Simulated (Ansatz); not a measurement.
Theory: DFT PBE, scalar-relativistic, plane waves, PAW (Ansatz 0.2.0). Settings: cutoff 420 eV, Γ-centred meshes spaced at most about 0.3 Å⁻¹, and about 0.25 Å⁻¹ or finer for metals (2π included), Gaussian smearing. No spin polarisation.

Each guess is relaxed in cell and atoms at zero pressure, on a coarse mesh first where it starts far from rest and then on a converged one. The steps can't lower the symmetry of the start, but it can rise. Energies are static (0 K, no zero-point motion).

Two unrelaxed guesses for SnTe5:

A.

```cif
data_structure
_symmetry_space_group_name_H-M 'F-43m'
_symmetry_Int_Tables_number 216
_cell_length_a 9.1055
_cell_length_b 9.1055
_cell_length_c 9.1055
_cell_angle_alpha 90.000
_cell_angle_beta 90.000
_cell_angle_gamma 90.000
_cell_volume 754.94
loop_
_atom_site_label
_atom_site_type_symbol
_atom_site_symmetry_multiplicity
_atom_site_Wyckoff_symbol
_atom_site_fract_x
_atom_site_fract_y
_atom_site_fract_z
_atom_site_occupancy
Sn1 Sn 4 a 0.00000 0.00000 0.00000 1
Te1 Te 4 c 0.25000 0.25000 0.25000 1
Te2 Te 16 e 0.62403 0.12403 0.12403 1
```

B.

```cif
data_structure
_symmetry_space_group_name_H-M 'R32:H'
_symmetry_Int_Tables_number 155
_cell_length_a 6.7454
_cell_length_b 6.7454
_cell_length_c 19.0582
_cell_angle_alpha 90.000
_cell_angle_beta 90.000
_cell_angle_gamma 120.000
_cell_volume 750.98
loop_
_atom_site_label
_atom_site_type_symbol
_atom_site_symmetry_multiplicity
_atom_site_Wyckoff_symbol
_atom_site_fract_x
_atom_site_fract_y
_atom_site_fract_z
_atom_site_occupancy
Sn1 Sn 3 b 0.66667 0.33333 0.83333 1
Te1 Te 9 d 0.33979 0.33979 0.00000 1
Te2 Te 6 c 0.00000 0.00000 0.83330 1
```

Task: Which guess leads to the lower structure, and by how much?

Result: B ends lower, by 0.34 eV/atom. A: F-43m at 31.5 Å³/atom → F-43m at 30.6 Å³/atom; B: R32 at 41.7 Å³/atom → R32 at 32.4 Å³/atom. Counting Te atoms around Sn (those within 1.25 times the shortest such distance or 1.15 times the sum of covalent radii; the shortest distance is added where it is long for a bond), the end of A has Sn 16 from 3.7 Å and the end of B has Sn 6. End of A. Conventional cell: a = 9.024 Å. Around Sn lie 16 Te at 3.74–3.91 Å; Te on a site of symmetry -43m has 12 Te at 3.74 Å and 4 Sn at 3.91 Å; around Te on a site of symmetry 3m lie 6 Te at 3.17–3.21 Å, 3 Te at 3.74 Å and 3 Sn at 3.74 Å. End of B. Conventional cell: a = 7.245 Å, c = 12.844 Å. Around Sn lie 6 Te at 3.19 Å; Te on a site of symmetry 2 is surrounded by 2 Te at 3.13 Å, 2 Sn at 3.19 Å and 2 Te at 3.36 Å; Te on a site of symmetry 3 has 3 Te at 3.13 Å and 3 Te at 3.36 Å.

Ends held by symmetry can be saddle points. Even the lowest of the cells shown lies +0.09 eV/atom against the elements. Spin–orbit coupling, which can matter for Te, is left out. Some candidate types were left out of the draw beforehand, so a known form may be missing.
